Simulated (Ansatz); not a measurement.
Cu (omega type), DFT, PBE, all-electron LAPW, scalar-relativistic (Ansatz 0.2.0), on 1 thread of Intel(R) Xeon(R) Platinum 8488C (Sapphire Rapids) (shared host).

Command: `ansatz run input.yaml --threads 1 --pin off --max-ram 3584MiB --backend cpu --events-out ev --progress --plain --runs-dir out`

```yaml
crystal:
  lattice:
    - [4.171211392, 0.0, 0.0]
    - [-2.085605696, 3.61237503, 0.0]
    - [0.0, 0.0, 2.496721726]
  atoms:
    - { symbol: Cu, position: [0.0, 0.0, 0.0] }
    - { symbol: Cu, position: [0.3333333333, 0.6666666667, 0.5] }
    - { symbol: Cu, position: [0.6666666667, 0.3333333333, 0.5] }
kpoints:
  mp_grid: { grid: [9, 9, 12] }
scf:
  occupations: { method: fermi_dirac, width: 0.05 }
hamiltonian:
  xc: pbe
  pseudopotentials: { kind: all_electron, lapw: { basis_error: 0.0005 } }
output:
  forces: true
  stress: true
  eigenvalues: true
relax:
  f_tol: 0.005
  max_steps: 12
  cell: { p_target: -3.7, stress_tol: 0.03 }
```

How large is the problem that the program sets up?

84 irreducible k-points, 657 plane waves at Γ, 35 bands.

About how long does it take, and how much memory?

50 s of wall time for 12 SCF iterations over 1 geometries, with a peak of 0.62 GiB. Times on shared machines scatter by tens of per cent.
